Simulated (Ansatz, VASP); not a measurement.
**One calculation of GaSe, two programs**

Contents of INCAR:

```
SYSTEM = GaSe
ALGO     = Fast           ! electronic algorithm
EDIFF    = 1E-6           ! SCF threshold, eV
ENCUT    = 520            ! plane-wave cutoff, eV
GGA      = RE             ! functional
ISIF     = 2              ! what is computed and relaxed
ISMEAR   = 0              ! smearing method
LASPH    = .TRUE.         ! aspherical terms in the spheres
LCHARG   = .TRUE.         ! write CHGCAR
LELF     = .TRUE.         ! ELF
LREAL    = .FALSE.        ! projectors in reciprocal space
LVHAR    = .TRUE.       
LWAVE    = .FALSE.        ! write WAVECAR
NBANDS   = 48             ! bands
NELM     = 100            ! most SCF steps
PREC     = Accurate       ! precision mode
SIGMA    = 0.01           ! smearing width, eV
```

KPOINTS

```
k-points
0
G
  8 8 2
  0 0 0
```

The input POSCAR:

```
GaSe
1.0
    3.7420000000      0.0000000000      0.0000000000
   -1.8710000000      3.2406670600      0.0000000000
    0.0000000000      0.0000000000     15.9190000000
Ga Se
4 4
Direct
    0.3333333338      0.6666666677      0.1770000000
    0.6666666662      0.3333333323      0.6770000000
    0.3333333338      0.6666666677      0.3230000000
    0.6666666662      0.3333333323      0.8230000000
    0.3333333338      0.6666666677      0.6000000000
    0.6666666662      0.3333333323      0.1000000000
    0.3333333338      0.6666666677      0.9000000000
    0.6666666662      0.3333333323      0.4000000000
```

Input for Ansatz:

```yaml
crystal:
  lattice:
    - [3.742, 0.0, 0.0]
    - [-1.871, 3.24066706, 0.0]
    - [0.0, 0.0, 15.919]
  atoms:
    - { symbol: Ga, position: [0.3333333338476308, 0.6666666676952616, 0.177] }
    - { symbol: Ga, position: [0.6666666661523692, 0.33333333230473855, 0.6769999999999999] }
    - { symbol: Ga, position: [0.3333333338476308, 0.6666666676952616, 0.32299999999999995] }
    - { symbol: Ga, position: [0.6666666661523692, 0.33333333230473855, 0.823] }
    - { symbol: Se, position: [0.3333333338476308, 0.6666666676952616, 0.6] }
    - { symbol: Se, position: [0.6666666661523692, 0.33333333230473855, 0.1] }
    - { symbol: Se, position: [0.3333333338476308, 0.6666666676952616, 0.8999999999999999] }
    - { symbol: Se, position: [0.6666666661523692, 0.33333333230473855, 0.4] }
kpoints:
  mp_grid:
    grid: [8, 8, 2]
hamiltonian:
  xc: revpbe
scf:
  max_iter: 100
  algorithm: direct_min
  n_extra_bands: 2
  convergence:
    dr2_threshold: 1.0e-07
  occupations:
    method: fixed
output:
  dos:
    de: 0.1
    method:
      smearing:
        sigma: 0.15
    projected: true
```

Alike in both runs: task single point; functional revPBE; k mesh 8 × 8 × 2; no spin polarisation.

|  | VASP | Ansatz |
| --- | --- | --- |
| version | VASP 6.6.1 | Ansatz 0.2.0 |
| potentials or method | VASP PAW PBE potentials, release 64 (Ga_d, Se) | plane waves, PAW |
| plane-wave cutoff (eV) | 520 | 420 |
| occupations | gaussian, width 0.01 eV | fixed |
| valence electrons in the cell | 76 | 116 |

```csv
,VASP,Ansatz,Ansatz less VASP
gap on the k mesh at the Fermi level (eV),1.31,1.32,+0.012
```

The two sets of potentials don't hold the same shells in valence.

 A k mesh can miss the band edges.
